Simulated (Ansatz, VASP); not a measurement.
## Two plane-wave programs on V

```xyz
1
Lattice="-1.5144 1.5144 1.5144 1.5144 -1.5144 1.5144 1.5144 1.5144 -1.5144" Properties=species:S:1:pos:R:3 pbc="T T T"
V     0.0000    0.0000    0.0000
```

Alike in both runs: task relaxation of cell and atoms; functional PBEsol; dispersion D3(BJ); k mesh 12 × 12 × 12; occupations fermi-dirac, width 0.05 eV; collinear spin.

|  | VASP | Ansatz |
| --- | --- | --- |
| version | VASP 6.6.1 | Ansatz 0.2.0 |
| potentials or method | VASP PAW PBE potentials, release 64 (V_sv) | Ansatz PAW |
| plane-wave cutoff (eV) | 600 | 420 |
| valence electrons in the cell | 13 | 13 |

VASP gave:

- gap on the k mesh at the Fermi level, each at its own relaxed structure (eV): none
- net moment per atom (μB): 0.00
- relaxed volume (Å³/atom): 12.38
- relaxed cell length with the largest relative difference (Å): 2.524
- energy change over the relaxation (meV/atom): -100

Which values does Ansatz return?

gap on the k mesh at the Fermi level, each at its own relaxed structure (eV): none; net moment per atom (μB): 0.00; relaxed volume (Å³/atom): 12.37; relaxed cell length with the largest relative difference (Å): 2.523; energy change over the relaxation (meV/atom): -101.

A gap of «none» marks a metal or a gap that the smearing closes.

Caveats: the volume moved by -11 % from the deposited cell, more than functionals usually miss; pairwise dispersion overbinds metals, which lowers pressure and volume; the PAW data sets were made with another functional, which shifts forces and pressure a little (VASP); the plane-wave basis is chosen anew once the cell has moved, so the energies of steps on either side of that aren't comparable (Ansatz); the PAW data sets come from PBE, with cores solved anew for the run's functional, which leaves a small shift of forces and pressure (Ansatz); the starting moments weren't kept (Ansatz).
